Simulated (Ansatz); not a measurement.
HgSe:

```xyz
2
Lattice="0.0000 3.0390 3.0390 3.0390 0.0000 3.0390 3.0390 3.0390 0.0000" Properties=species:S:1:pos:R:3 pbc="T T T"
Hg    0.0000    0.0000    0.0000
Se    4.5585    4.5585    4.5585
```

* Program: Ansatz 0.2.0
* Task: relaxation of cell and atoms
* Functional: RPBE
* Potentials or basis: all-electron LAPW, scalar-relativistic
* Basis error allowed: 0.001 eV/atom
* k mesh: 8 × 8 × 8
* Occupations: fermi-dirac, width 0.05 eV
* Spin: no spin polarisation

At the start: volume 28.07 Å³/atom.

Q: How do energy, volume and symmetry change on relaxing?

A: Over 5 steps the energy falls by 73.6 meV/atom and the volume is 32.07 Å³/atom (+14.3 %); space group F-43m (No. 216, to 0.05 Å).

Step by step:
| step | energy change (eV) | largest force (eV/Å) | volume (Å³) |
| --- | --- | --- | --- |
| 1 | 0.0000 | 0.0000 | 56.13 |
| 2 | -0.1466 | 0.0000 | 64.75 |
| 3 | -0.1472 | 0.0000 | 64.28 |
| 4 | -0.1472 | 0.0000 | 64.15 |
| 5 | -0.1472 | 0.0000 | 64.15 |

Final structure:
```
Hg Se
1.0
     0.00000    3.17721    3.17721
     3.17721    0.00000    3.17721
     3.17721    3.17721    0.00000
Hg Se
1 1
Direct
  0.00000 0.00000 0.00000
  0.75000 0.75000 0.75000
```
